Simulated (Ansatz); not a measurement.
Pressure coefficients of BaTe

```cif
data_structure
_symmetry_space_group_name_H-M 'P 1'
_symmetry_Int_Tables_number 1
_cell_length_a 4.8225
_cell_length_b 4.8225
_cell_length_c 4.8225
_cell_angle_alpha 60.000
_cell_angle_beta 60.000
_cell_angle_gamma 60.000
_cell_volume 79.30
loop_
_atom_site_label
_atom_site_type_symbol
_atom_site_fract_x
_atom_site_fract_y
_atom_site_fract_z
_atom_site_occupancy
Ba1 Ba 0.00000 0.00000 0.00000 1
Te1 Te 0.50000 0.50000 0.50000 1
```

The runs use the primitive cell with vectors (0.000, 3.410, 3.410), (3.410, 0.000, 3.410), (3.410, 3.410, 0.000) Å, to which the k mesh refers.

The cell is COD entry 1010423, as deposited and not checked against the literature; nothing was relaxed. It is an old determination, and later ones may differ.

No spin–orbit coupling, which matters for the heavy atoms here.

Theory: Ansatz 0.2.0, DFT, PBEsol, all-electron LAPW, scalar-relativistic.

Settings: a Γ-centred 10×10×10 k mesh, Fermi–Dirac smearing of 0.05 eV, basis error target 0.25 meV/atom, no spin polarisation.

The cell is scaled evenly with fractional coordinates held. Semilocal gaps are too small, but their slopes carry over better.

```tsv
V/V(cell)	P (GPa)	gap on the k mesh (eV)
0.9600	3.70	1.234
0.9800	2.76	1.288
0.9900	2.33	1.314
1.0000	1.91	1.339
1.0100	1.52	1.363
1.0200	1.15	1.387
1.0400	0.46	1.431
1.0600	-0.17	1.473
```

(1) From the rows at 0.9900 and 1.0100, what is the bulk modulus at the cell's volume?

(2) What are the gap's volume deformation potential and pressure coefficient?

(3) Predict the row at V/V(cell) = 0.9400. How far is a linear estimate of P off?

Results:

(1) B = −ΔP/Δln V = −[(1.52) − (2.33)]/0.02000 = 40.5 GPa. This is the modulus at 1.91 GPa, not at zero pressure.

(2) dEg/dln V = (1.363 − 1.314)/0.02000 = 2.45 eV, and dEg/dP = −(dEg/dln V)/B = -60 meV/GPa: pressure narrows the gap.

(3) P = 4.75 GPa, gap 1.177 eV. The linear estimate P(cell) − B ln(V/V(cell)) = 4.42 GPa misses by 0.33 GPa, since the modulus grows under compression.
